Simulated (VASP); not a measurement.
Here is a VASP 6.6.1 calculation.

Contents of INCAR:

```
  PREC = Accurate
  ENCUT = 520
  EDIFF = 1E-7
  ISMEAR = 0
  SIGMA = 0.1
  LREAL = F
  LASPH = T
  NELM = 100
  ALGO = Normal
  ISIF = 2
  LWAVE = F
  LCHARG = F
  ISPIN = 2
  MAGMOM = 0.8
  LORBIT = 11
  LMAXMIX = 4
  GGA = PE
  IVDW = 12
```

File KPOINTS:

```
Automatic mesh
0
Gamma
  20 20 20
```

File POSCAR:

```
Ni                                      
1.0
    0.0000000000      1.6848404623      1.6848404623
    1.6848404623     -0.0000000000      1.6848404623
    1.6848404623      1.6848404623     -0.0000000000
  Ni            
     1
Direct
     0.0000000000000000    0.0000000000000000    0.0000000000000000
```

Potentials or basis: VASP PAW PBE potentials, release 64 (Ni).

Launch:

```console
$ cat potpaw_PBE.64/Ni/POTCAR > POTCAR
$ mpirun -np 1 vasp_std > vasp.out
```

(1) What does it give for the band gap on the k mesh?

(2) Estimate the pressure.

Results:

(1) none (metal or under the smearing width).

(2) 25.8 GPa.

Caveat: so large a pressure means that the cell lies far from this level's equilibrium, or that cutoff or potentials fall short; pairwise dispersion overbinds metals, which lowers pressure and volume.
